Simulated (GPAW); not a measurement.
Runs of GPAW 26.7.0 on TePt. The structure is hexagonal, space group P6_3/mmc (No. 194). The conventional cell has a = 4.263 Å, b = 4.263 Å, c = 5.662 Å, α = 90.00°, β = 90.00°, γ = 120.00°. Pt (site symmetry -3m) is surrounded by 2 Pt at 2.83 Å and 6 Te at 2.84 Å. Around Te (site symmetry -6m2) lie 6 Pt at 2.84 Å. Measurements of this composition are mostly on another form, of space group No. 166.

```csv
task,level,potentials or basis,cell,k mesh,band path,band points,gap on the mesh (eV),pressure (GPa)
band structure,PBEsol,"PAW data sets generated in the run's folder for this functional, pw",as given,6 × 6 × 4,"GMKGALHA,LM,KH",100,-,-5.7
band structure,r2SCAN,"GPAW PAW data sets (gpaw-data 1.2.1), pw",as given,6 × 6 × 4,"GMKGALHA,LM,KH",100,-,(a)
single point,PBEsol,"PAW data sets generated in the run's folder for this functional, pw","atoms moved at random, drawn with an rms of 0.05 Å",7 × 7 × 5,-,-,none,-5.4
band structure,LDA,"the program's PAW data sets (release 1.2.1) made for this functional, pw",as given,6 × 6 × 4,"GMKGALHA,LM,KH",100,-,-8.2
single point,PBEsol,"PAW data sets generated in the run's folder for this functional, pw",as given,7 × 7 × 5,-,-,none,-5.6
```

Alike in all rows: no spin polarisation; cutoff (eV) 600; smearing fermi-dirac 0.05 eV.

Estimate the missing entries.

(a) -2.3.

Caveats: spin-orbit coupling is left out, which moves the levels of the heavy elements (some runs); the PAW data sets were made with another functional, which shifts forces and pressure a little (some runs).

A k mesh can miss the band edges, and the runs leave out spin-orbit coupling on Pt, Te.

A gap of «none» marks a metal or a gap under the smearing width.
